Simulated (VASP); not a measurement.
Sr:

```
Sr
1.0
    -2.43500    2.43500    2.43500
     2.43500   -2.43500    2.43500
     2.43500    2.43500   -2.43500
Sr
1
Cartesian
  0.0000 0.0000 0.0000
```

This isn't the form of Sr at room conditions, which is fcc.

Base run:

```yaml
Program: VASP 6.6.1
Functional: PBE
Potentials_or_basis: VASP PAW PBE potentials, release 64 (Sr_sv)
Cutoff: 520 eV
k_mesh: 8 × 8 × 8
Occupations: gaussian, width 0.1 eV
Spin: no spin polarisation
```

Its results: band gap on the k mesh none (metal or under the smearing width); pressure -0.7 GPa.

Task: The run is repeated on the same cell with these changes: functional from PBE to PBEsol; further incar settings from ALGO = Fast; EDIFF = 1e-06 to ALGO = Normal; EDIFF = 1e-06; NBANDS = 11. What comes out?

Result: Band gap on the k mesh none (metal or under the smearing width); pressure -1.3 GPa.

Caveats: the PAW data sets were made with another functional, which shifts forces and pressure a little (some runs).
